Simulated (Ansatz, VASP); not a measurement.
Given: the input of a run of VASP 6.6.1 on Ir.

The input INCAR:

```
  ALGO = Fast
  EDIFF = 1E-6
  EDIFFG = -0.01
  ENCUT = 600
  GGA = PE
  IBRION = 2
  ISIF = 3
  ISMEAR = -1
  IVDW = 12
  LASPH = T
  LCHARG = F
  LREAL = F
  LWAVE = F
  NELM = 60
  NSW = 60
  PREC = Accurate
  SIGMA = 0.05
```

The input KPOINTS:

```
k-points
0
Gamma
  11 11 6
```

Contents of POSCAR:

```
Ir
1.0
    2.7513778946      0.0000000000      0.0000000000
   -1.3756889473      2.3827631521      0.0000000000
    0.0000000000      0.0000000000      4.4622900000
Ir
2
Direct
    0.3333333333      0.6666666667      0.2500000000
    0.6666666667      0.3333333333      0.7500000000
```

Potentials or basis: VASP PAW PBE potentials, release 64 (Ir).

The run is started by

```sh
$ cat potpaw_PBE.64/Ir/POTCAR > POTCAR
$ mpirun -np 1 vasp_std > vasp.out
```

Problem. Set up the same calculation for Ansatz 0.2.0. Potentials there: Ansatz PAW.

Solution. As run (the cutoff follows the program's own potentials):

File input.yaml:

```yaml
crystal:
  lattice:
    - [2.7513778946, 0.0, 0.0]
    - [-1.3756889473, 2.3827631521, 0.0]
    - [0.0, 0.0, 4.46229]
  atoms:
    - { symbol: Ir, position: [0.3333333333, 0.6666666667, 0.25] }
    - { symbol: Ir, position: [0.6666666667, 0.3333333333, 0.75] }
hamiltonian:
  xc: pbe
  pseudopotentials: { kind: paw }
  dispersion: d3bj
kpoints:
  mp_grid: { grid: [11, 11, 6] }
scf:
  occupations: { method: fermi_dirac, width: 0.05 }
output:
  forces: true
  stress: true
  eigenvalues: true
relax:
  f_tol: 0.01
  max_steps: 40
  cell: { stress_tol: 0.05 }
```

Potentials or basis: Ansatz PAW.

Launch:

```sh
$ ansatz run input.yaml --threads 2 --pin off --max-ram 5632MiB --backend cpu --events-out ev --progress --plain --runs-dir out
```

Both were run:

|  | VASP | Ansatz | Ansatz less VASP |
| --- | --- | --- | --- |
| gap on the k mesh at the Fermi level, each at its own relaxed structure (eV) | none | none | - |
| relaxed volume (Å³/atom) | 14.26 | 14.23 | -0.025 |
| relaxed cell length with the largest relative difference (Å) | 4.423 | 4.420 | -0.0031 |
| energy change over the relaxation (meV/atom) | -10 | -12 | -1.4 |

A gap of «none» marks a metal or a gap that the smearing closes. The two sets of potentials don't hold the same shells in valence.

Caveats: pairwise dispersion overbinds metals, which lowers pressure and volume; the plane-wave basis is chosen anew once the cell has moved, so the energies of steps on either side of that aren't comparable (Ansatz). The runs have no spin-orbit coupling, so splittings on Ir are missing.
